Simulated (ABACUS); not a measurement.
CoO: equation of state with PBE

Crystal: CoO.

```
Co O
1.0
     1.50547    0.86918    2.43993
    -1.50547    0.86918    2.43993
     0.00000   -1.73837    2.43993
Co O
1 1
Direct
  0.00000 0.00000 0.00000
  0.50000 0.50000 0.50000
```

The cell is a database's computed one.

- Program: ABACUS 3.10.1
- Task: equation of state
- Functional: PBE
- Potentials or basis: PseudoDojo NC SR 0.4.1 PBE standard
- Cutoff: 1320 eV
- Density cutoff: 5279 eV
- Basis: plane waves
- k mesh: 11 × 11 × 11
- Occupations: fermi-dirac, width 0.05 eV
- Spin: collinear spin, ferromagnetic start
- Starting moments: [2.0, 0.0] μB
- Radial cutoff of the potentials (pseudo_rcut): 10 bohr
- SCF threshold on the density: 1e-08
- Max SCF steps: 100
- Eigensolver: dav
- Mixing: broyden
- Mixing share: 0.4
- Symmetry key: 1

```yaml
Equilibrium_volume: 9.58 Å³/atom
Bulk_modulus_at_fixed_shape_and_positions: 181 GPa
Pressure_derivative_of_the_bulk_modulus: "3.0 (rough: it moves with the points fitted)"
```

Energy against volume, from the lowest point:
```tsv
volume (Å³/atom)	energy (meV/atom)
9.003	21.40
9.195	9.35
9.387	2.32
9.578	0.00
9.770	2.07
9.961	8.15
10.153	17.86
```

All runs of the series together: 5.5 min on 4 threads of Intel(R) Xeon(R) Platinum 8488C (Sapphire Rapids), on a shared host.

Caveat: the cell was scaled at fixed shape and fractional positions, which overstates the stiffness of a crystal with free parameters, most of all of layers and chains.
